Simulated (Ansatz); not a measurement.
Reaction (hydrogen abstraction from a B–H bond): `OBS` + `F[C](F)F`• → `O[B]S`• + `FC(F)F`

Computed with Ansatz on PBE0-D4/def2-TZVP structures; ΔE is electronic, products minus reactants. CCSD(T)/CBS is the MP2 limit (def2-TZVPP, def2-QZVPP) plus CCSD(T) − MP2 in def2-TZVPP, frozen cores. This one scheme is used for every species. Functionals use def2-TZVPP. B3LYP here is the variant with VWN-RPA as its local correlation; programs differ in this. No spin–orbit coupling; open shells (•) take unrestricted orbitals. Each species was taken in one conformer, which may not be the lowest.

Task: Is it downhill or uphill in electronic energy at CCSD(T)/CBS, and by how much? (Best estimate.)

Result: The calculation gave: Downhill: ΔE = -4.1 kcal/mol.

Task: What do these levels give: PBE-D4, r2SCAN-D4, B3LYP-D4, ωB97X-V, PBE0, B3LYP, HF/def2-TZVPP, MP2/def2-TZVPP, SCS-MP2/def2-TZVPP, CCSD(T)/def2-TZVPP, HF/def2-QZVPP, SCS-MP2/def2-QZVPP? (Best estimate.)

Result: Computed: PBE-D4 -2.8, r2SCAN-D4 -2.7, B3LYP-D4 -2.2, ωB97X-V -1.8, PBE0 -3.1, B3LYP -2.1, HF/def2-TZVPP -1.4, MP2/def2-TZVPP -4.6, SCS-MP2/def2-TZVPP -4.2, CCSD(T)/def2-TZVPP -3.8, HF/def2-QZVPP -1.3, SCS-MP2/def2-QZVPP -4.3 kcal/mol.

Largest T1 diagnostic among the species: 0.016.

In def2-TZVPP, CCSD(T) changes the Hartree–Fock value by −2.4 kcal/mol (the triples alone add −0.1 kcal/mol) and MP2 by −3.1 kcal/mol.
